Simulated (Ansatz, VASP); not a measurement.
# Two plane-wave programs on NaCl

```
Na Cl
1.0
     0.03126    3.12573    3.12573
     3.12573    0.03126    3.12573
     3.15699    3.15699    0.00000
Na Cl
1 1
Direct
  0.25000 0.25000 0.25000
  0.50000 0.50000 0.50000
```

Change from the starting cell: strain = 0.02.

Alike in both runs: task relaxation of the atoms; functional PBE; k mesh 7 × 7 × 7; occupations fermi-dirac, width 0.05 eV; no spin polarisation.

|  | VASP | Ansatz |
| --- | --- | --- |
| version | VASP 6.6.1 | Ansatz 0.2.0 |
| potentials or method | VASP PAW PBE potentials, release 64 (Na_pv, Cl) | Ansatz PAW |
| plane-wave cutoff (eV) | 520 | 420 |
| valence electrons in the cell | 14 | 16 |

```csv
,VASP,Ansatz,Ansatz less VASP
"gap on the k mesh at the Fermi level, each at its own relaxed structure (eV)",4.83,4.83,+0.001
```

The two sets of potentials don't hold the same shells in valence.

Caveats: an odd mesh through Γ misses points on the zone boundary, where band edges often lie (VASP); odd divisions of the mesh miss points on the zone boundary, where band edges often lie, so the gap on the mesh can be too wide (Ansatz).
